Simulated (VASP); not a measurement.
# AlN in VASP: relaxation of the atoms with PBEsol

Aim: the relaxation of the atoms of AlN with PBEsol.

Program: VASP 6.6.1. These are calculated values, not measurements. Logs are shortened: lines on timing, memory, paths and dates and some standing lists are left out, and cuts for length are marked.

### Step 1. Starting point

The cell holds a slab with vacuum, 8 atoms: a = 3.113 Å, b = 4.981 Å, c = 19.595 Å, α = 90.00°, β = 90.00°, γ = 90.00°.

### Step 2. Relaxation of the atoms, PBEsol

Input file INCAR:

```
SYSTEM = AlN
ALGO = Normal
DIPOL = 0.5 0.5 0.500
EDIFF = 1E-6
EDIFFG = -0.015
ENCUT = 520
GGA = PS
IBRION = 2
IDIPOL = 3
ISIF = 2
ISMEAR = 0
KPAR = 8
LASPH = .TRUE.
LCHARG = .FALSE.
LDIPOL = .TRUE.
LREAL = .FALSE.
LWAVE = .FALSE.
NELM = 60
NSW = 100
PREC = Accurate
SIGMA = 0.05
```

Input file KPOINTS:

```
k-points
0
G
  8 6 1
  0 0 0
```

Input file POSCAR:

```
AlN
1.0
    3.1130000000      0.0000000000      0.0000000000
    0.0000000000      4.9810000000      0.0000000000
    0.0000000000      0.0000000000     19.5945827760
Al N
4 4
Direct
    0.0000000001      0.0000000000      0.4082761083
    0.5000000000      0.5000000000      0.4541380542
    0.5000000001      0.0000000000      0.5458619458
    1.0000000000      0.5000000000      0.5917238917
    0.0000000001      0.3800000000      0.4082761083
    0.5000000000      0.8800000000      0.4541380542
    0.5000000001      0.3800000000      0.5458619458
    1.0000000000      0.8800000000      0.5917238917
```

Potentials or basis: VASP PAW PBE potentials, release 64 (Al, N).

Command:

```
> cat potpaw_PBE.64/Al/POTCAR potpaw_PBE.64/N/POTCAR > POTCAR
> mpirun -np 8 vasp_std > vasp.out
```

OUTCAR:

```text
SYSTEM = AlN
   EDIFF = 1E-6
   EDIFFG = -0.015
   ENCUT = 520
   GGA = PS
   IBRION = 2
   ISIF = 2
   ISMEAR = 0
   LASPH = .TRUE.
   LREAL = .FALSE.
   NELM = 60
   NSW = 100
   PREC = Accurate

 ion  position               nearest neighbor table
   1  0.000  0.000  0.408-   5 1.89   6 1.89   6 1.89   2 3.07   2 3.07   2 3.07   2 3.07   3 3.11
                             3 3.11
   2  0.500  0.500  0.454-   6 1.89   7 1.89   5 1.89   5 1.89   3 3.07   3 3.07   1 3.07   1 3.07
                             1 3.07   1 3.07   4 3.11   4 3.11
   3  0.500  0.000  0.546-   7 1.89   6 1.89   8 1.89   8 1.89   2 3.07   2 3.07   4 3.07   4 3.07
                             4 3.07   4 3.07   1 3.11   1 3.11
   4  0.000  0.500  0.592-   8 1.89   7 1.89   7 1.89   3 3.07   3 3.07   3 3.07   3 3.07   2 3.11
                             2 3.11
   5  0.000  0.380  0.408-   1 1.89   2 1.89   2 1.89
   6  0.500  0.880  0.454-   2 1.89   3 1.89   1 1.89   1 1.89
   7  0.500  0.380  0.546-   3 1.89   2 1.89   4 1.89   4 1.89
   8  0.000  0.880  0.592-   4 1.89   3 1.89   3 1.89

  LATTYP: Found a simple orthorhombic cell.
 ALAT       =     3.1130000000
 B/A-ratio  =     1.6000642467
 C/A-ratio  =     6.2944371269

  Lattice vectors:

 A1 = (   3.1130000000,   0.0000000000,   0.0000000000)
 A2 = (   0.0000000000,   4.9810000000,   0.0000000000)
 A3 = (   0.0000000000,   0.0000000000,  19.5945827760)

Analysis of symmetry for initial positions (statically):
=====================================================================
 Subroutine PRICEL returns:
 Original cell was already a primitive cell.

 Routine SETGRP: Setting up the symmetry group for a
 simple orthorhombic supercell.

 Subroutine GETGRP returns: Found  4 space group operations
 (whereof  2 operations were pure point group operations)
 out of a pool of  8 trial point group operations.

The static configuration has the point symmetry C_1h.
 The point group associated with its full space group is C_2v.

Analysis of symmetry for dynamics (positions and initial velocities):
=====================================================================
 Subroutine PRICEL returns:
 Original cell was already a primitive cell.

 Routine SETGRP: Setting up the symmetry group for a
 simple orthorhombic supercell.

 Subroutine GETGRP returns: Found  4 space group operations
 (whereof  2 operations were pure point group operations)
 out of a pool of  8 trial point group operations.

The dynamic configuration has the point symmetry C_1h.
 The point group associated with its full space group is C_2v.

 Subroutine INISYM returns: Found  4 space group operations
 (whereof  2 operations are pure point group operations),
 and found     1 'primitive' translations

----------------------------------------------------------------------------------------

                                     Primitive cell

  volume of cell :     303.8307

  direct lattice vectors                    reciprocal lattice vectors
     3.113000000  0.000000000  0.000000000     0.321233537  0.000000000  0.000000000
     0.000000000  4.981000000  0.000000000     0.000000000  0.200762899  0.000000000
     0.000000000  0.000000000 19.594582776     0.000000000  0.000000000  0.051034514

  length of vectors
     3.113000000  4.981000000 19.594582776     0.321233537  0.200762899  0.051034514

  position of ions in fractional coordinates (direct lattice)
     0.000000000  0.000000000  0.408276108
     0.500000000  0.500000000  0.454138054
     0.500000000  0.000000000  0.545861946
     0.000000000  0.500000000  0.591723892
     0.000000000  0.380000000  0.408276108
     0.500000000  0.880000000  0.454138054
     0.500000000  0.380000000  0.545861946
     0.000000000  0.880000000  0.591723892

  ion indices of the primitive-cell ions
   primitive index   ion index
                 1           1
                 2           2
                 3           3
                 4           4
                 5           5
                 6           6
                 7           7
                 8           8

----------------------------------------------------------------------------------------

[... 29 lines left out ...]
  0.375000  0.000000  0.000000      2.000000
  0.500000  0.000000  0.000000      1.000000
  0.000000  0.166667  0.000000      2.000000
[... 12 lines left out ...]
  0.375000  0.500000  0.000000      2.000000
  0.500000  0.500000  0.000000      1.000000
   k-points           NKPTS =     20   k-points in BZ     NKDIM =     20   number of bands    NBANDS=     21
   number of dos      NEDOS =    301   number of ions     NIONS =      8
   total plane-waves  NPLWV = 144000
   dimension x,y,z NGX =    24 NGY =   40 NGZ =  150
   dimension x,y,z NGXF=    48 NGYF=   80 NGZF=  300
   ions per type =               4   4
   NGX,Y,Z   is equivalent  to a cutoff of  12.82, 13.35, 12.73 a.u.
   NGXF,Y,Z  is equivalent  to a cutoff of  25.63, 26.70, 25.45 a.u.
 SYSTEM =  AlN
   PREC   = accura    normal or accurate (medium, high low for compatibility)
   ISTART =      0    job   : 0-new  1-cont  2-samecut
   ICHARG =      2    charge: 1-file 2-atom 10-const
   ISPIN  =      1    spin polarized calculation?
   LNONCOLLINEAR =      F non collinear calculations
   LSORBIT =      F    spin-orbit coupling
   LASPH  =      T    aspherical Exc in radial PAW
   ENCUT  =  520.0 eV  38.22 Ry    6.18 a.u.   5.79  9.26 36.43*2*pi/ulx,y,z
   NELM   =     60;   NELMIN=  2; NELMDL= -5     # of ELM steps
   EDIFF  = 0.1E-05   stopping-criterion for ELM
   LREAL  =      F    real-space projection
   EDIFFG = -.1E-01   stopping-criterion for IOM
   NSW    =    100    number of steps for IOM
   IBRION =      2    ionic relax: 0-MD 1-quasi-New 2-CG
   NFREE  =      1    steps in history (QN), initial steepest desc. (CG)
   ISIF   =      2    stress and relaxation
   ISYM   =      2    0-nonsym 1-usesym 2-fastsym
   POTIM  = 0.5000    time-step for ionic-motion
   TEBEG  =    0.0;   TEEND  =   0.0 temperature during run
   PSTRESS=    0.0 pullay stress
   NELECT =      32.0000    total number of electrons
   NUPDOWN=      -1.0000    fix difference up-down
   EMIN   =  10.00;   EMAX   =-10.00  energy-range for DOS
   EFERMI =   0.00;   METHOD = LEGACY
   ISMEAR =     0;   SIGMA  =   0.05  broadening in eV -4-tet -1-fermi 0-gaus
   EFERMI_NEDOS =   21; number of points for ismear=-14 and -15
   IALGO  =     38    algorithm
   IMIX   =      4    mixing-type and parameters
     AMIX     =   0.40;   BMIX     =  1.00
     AMIX_MAG =   1.60;   BMIX_MAG =  1.00
  volume/ion in A,a.u.               =      37.98       256.29
  Fermi-wavevector in a.u.,A,eV,Ry     =   0.773121  1.460987  8.132426  0.597716
  Thomas-Fermi vector in A             =   1.874898
   LORBIT       =      0    0 simple, 1 ext, 2 COOP (PROOUT), +10 PAW based schemes
   GGA     = PS    functional components
   LHFCALC =     F    Hartree Fock is set to
   AEXX    =    0.0000 exact exchange contribution
   IVDW    =     0    specifies the selected vdW correction
   LEPSILON=     F    determine dielectric tensor
   LRPA    =     F    only Hartree local field effects (RPA)
 conjugate gradient relaxation of ions
 non-spin polarized calculation
 Gauss-broadening in eV      SIGMA  =   0.05
  energy-cutoff  :      520.00
  volume of cell :      303.83
 maximum number of plane-waves:      8238
 NGX is ok and might be reduce to    24
   NGX = 11   NGY = 19   NGZ = 73

--------------------------------------- Ionic step        1  -------------------------------------------

 number of electron      31.9999998 magnetization

 Free energy of the ion-electron system (eV)
  ---------------------------------------------------
  ext. energy  EPLUGINS =         0.00000000
  ---------------------------------------------------
  free energy    TOTEN  =       -57.25162309 eV

  energy without entropy =      -57.25162309  energy(sigma->0) =      -57.25162309

------------------------ aborting loop because EDIFF is reached ----------------------------------------

  FORCE on cell =-STRESS in cart. coord.  units (eV):
  Direction    XX          YY          ZZ          XY          YZ          ZX
  --------------------------------------------------------------------------------------
  -------------------------------------------------------------------------------------
  Total       -0.8185628     -7.7745079     -3.3071021      0.0000000      0.0000000      0.0000000
  in kB       -4.3164918    -40.9969747    -17.4391978      0.0000000      0.0000000      0.0000000
  external PRESSURE =     -20.9175547 kB  Pullay stress =       0.0000000 kB
[... 107 lines left out ...]
  FREE ENERGIE OF THE ION-ELECTRON SYSTEM (eV)
  ---------------------------------------------------
  free  energy   TOTEN  =       -58.1577769809 eV

  energy  without entropy=      -58.1577769809  energy(sigma->0) =      -58.15777698

 dipolmoment           0.000000      0.000000     -0.000000 electrons x Angstroem

[... ionic steps 4 to 18 ...]

--------------------------------------- Ionic step       19  -------------------------------------------

 number of electron      31.9999996 magnetization

------------------------ aborting loop because EDIFF is reached ----------------------------------------
[... 79 lines left out ...]
--------------------------------------- Ionic step       21  -------------------------------------------

 number of electron      31.9999996 magnetization

 dipolmoment           0.000000      0.000000      0.000000 electrons x Angstroem

 Free energy of the ion-electron system (eV)
  ---------------------------------------------------
  ext. energy  EPLUGINS =         0.00000000
  ---------------------------------------------------
  free energy    TOTEN  =       -58.39748664 eV

  energy without entropy =      -58.39748664  energy(sigma->0) =      -58.39748664

 E-fermi :  -2.1907     XC(G=0):  -3.7635

 val. band max:       -2.4601685037   @ k =   0.1250   0.0000   0.0000
 cond. band min:       0.1359965881   @ k =   0.0000   0.0000   0.0000
 fundamental gap:      2.5961650918
 Fermi energy:        -2.1907433877

 k-point     1 :       0.0000    0.0000    0.0000
  band No.  band energies     occupation
      1     -17.5344      2.00000
      2     -16.3505      2.00000
      3     -15.1895      2.00000
      4     -14.6570      2.00000
      5      -8.3457      2.00000
      6      -7.0999      2.00000
[... 469 lines left out ...]
     20       3.5280      0.00000
     21       3.9157      0.00000

------------------------ aborting loop because EDIFF is reached ----------------------------------------

 vacuum level on the upper side and lower side of the slab       (xc-potential included)        -0.106        -0.106

  FORCE on cell =-STRESS in cart. coord.  units (eV):
  Direction    XX          YY          ZZ          XY          YZ          ZX
  --------------------------------------------------------------------------------------
  -------------------------------------------------------------------------------------
  Total        6.0501879      3.8335250     -0.0583711      0.0000000      0.0000000      0.0000000
  in kB       31.9041930     20.2151606     -0.3078059      0.0000000      0.0000000      0.0000000
  external PRESSURE =      17.2705159 kB  Pullay stress =       0.0000000 kB
[... 23 lines left out ...]
  FREE ENERGIE OF THE ION-ELECTRON SYSTEM (eV)
  ---------------------------------------------------
  free  energy   TOTEN  =       -58.3974866426 eV

  energy  without entropy=      -58.3974866426  energy(sigma->0) =      -58.39748664

 reached required accuracy - stopping structural energy minimisation

 vacuum level on the upper side and lower side of the slab         3.228         3.228
```

Run time: 7.3 min. Hardware: 8 MPI ranks of AMD EPYC 7R13 (Zen 3), shared host; peak memory 0.47 GiB.

Results:

- Free energy: -58.3975 eV
- Energy gained by relaxing: 143.2 meV/atom
- Ionic steps: 21
- Largest force after relaxing: 0.012 eV/Å
- Band gap on the k mesh: 2.60 eV, indirect (least direct gap 2.68 eV)

Forces on the atoms (eV/Å):
```
Al   0.000 -0.003  0.012
Al   0.000 -0.002 -0.011
Al   0.000 -0.002  0.011
Al   0.000 -0.003 -0.012
N    0.000 -0.002  0.004
N    0.000  0.007 -0.009
N    0.000  0.007  0.009
N    0.000 -0.002 -0.004
```

Step by step:
```csv
step,energy change (eV),largest force (eV/Å),pressure (GPa)
1,0.0000,2.6409,-2.09
2,-0.8613,1.2127,-0.23
3,-0.9062,1.1118,0.48
4,-1.0286,0.6240,0.90
5,-1.0288,0.6446,0.92
6,-1.0938,0.6099,1.54
7,-1.0957,0.6726,1.67
8,-1.1366,0.2298,2.09
9,-1.1366,0.2309,2.10
10,-1.1419,0.1697,1.99
11,-1.1420,0.1393,2.00
12,-1.1432,0.1109,1.95
13,-1.1435,0.0759,1.97
14,-1.1445,0.0696,1.91
15,-1.1448,0.0874,1.83
16,-1.1453,0.0711,1.77
17,-1.1455,0.0565,1.72
18,-1.1455,0.0512,1.70
19,-1.1458,0.0251,1.72
20,-1.1458,0.0275,1.72
21,-1.1459,0.0121,1.73
```

Final structure:
```cif
data_structure
_symmetry_space_group_name_H-M 'P 1'
_symmetry_Int_Tables_number 1
_cell_length_a 3.1130
_cell_length_b 4.9810
_cell_length_c 19.5946
_cell_angle_alpha 90.000
_cell_angle_beta 90.000
_cell_angle_gamma 90.000
_cell_volume 303.83
loop_
_atom_site_label
_atom_site_type_symbol
_atom_site_fract_x
_atom_site_fract_y
_atom_site_fract_z
_atom_site_occupancy
Al1 Al 0.00000 0.02123 0.42446 1
Al2 Al 0.50000 0.49493 0.44625 1
Al3 Al 0.50000 0.99493 0.55375 1
Al4 Al 0.00000 0.52123 0.57554 1
N1 N 0.00000 0.37294 0.41032 1
N2 N 0.50000 0.87090 0.45386 1
N3 N 0.50000 0.37090 0.54614 1
N4 N 0.00000 0.87294 0.58968 1
```

Caveat: the PAW data sets were made with another functional, which shifts forces and pressure a little.
